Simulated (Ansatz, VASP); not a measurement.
## One calculation of Ni, two programs

INCAR

```
PREC = Accurate
ENCUT = 520
EDIFF = 1E-7
ISMEAR = 0
SIGMA = 0.15
LREAL = F
LASPH = T
NELM = 150
ALGO = Normal
ISIF = 2
LWAVE = F
LCHARG = F
ISPIN = 2
MAGMOM = 0.75
LORBIT = 11
LMAXMIX = 4
GGA = PE
NBANDS = 15
```

File KPOINTS:

```
regular mesh
0
Gamma
  22 22 22
```

File POSCAR:

```
Ni
1.0
    0.0000000000      1.7150706492      1.8469991607
    1.7150706492      0.0000000000      1.8469991607
    1.7150706492      1.7150706492      0.0000000000
Ni
1
Direct
    0.0000000000      0.0000000000      0.0000000000
```

Input for Ansatz:

```yaml
crystal:
  lattice:
    - [0.0, 1.7150706492, 1.8469991607]
    - [1.7150706492, 0.0, 1.8469991607]
    - [1.7150706492, 1.7150706492, 0.0]
  atoms:
    - { symbol: Ni, position: [0.0, 0.0, 0.0], spin: 0.75 }
basis:
  ecutwfc: 520.0
kpoints:
  mp_grid: { grid: [22, 22, 22] }
hamiltonian:
  xc: pbe
scf:
  occupations: { method: gaussian, width: 0.15 }
output:
  forces: true
  stress: true
  eigenvalues: true
  populations: true
magnetization:
  spin_polarized: true
```

Change from the starting cell: strain +e along x and -e along y +0.0000, strain +e along z and -e/2 along x and y +0.0500.

Alike in both runs: task single point; functional PBE; k mesh 22 × 22 × 22; occupations gaussian, width 0.15 eV; collinear spin.

```csv
,VASP,Ansatz
version,VASP 6.6.1,Ansatz 0.2.0
potentials or method,"VASP PAW PBE potentials, release 64 (Ni)","scalar-relativistic, plane waves, PAW"
plane-wave cutoff (eV),520,520
valence electrons in the cell,10,18
```

```csv
,VASP,Ansatz,Ansatz less VASP
gap on the k mesh at the Fermi level (eV),none,none,-
pressure (GPa),0.9,1.0,+0.09
largest component of the traceless stress (GPa),6.84,7.11,+0.272
net moment per atom (μB),0.62,0.64,+0.012
size of the moment on the site where the two differ most (μB),0.64,0.68,+0.041
```

Site moments also hang on the region over which each program counts them. A gap of «none» marks a metal or a gap that the smearing closes. The two sets of potentials don't hold the same shells in valence.
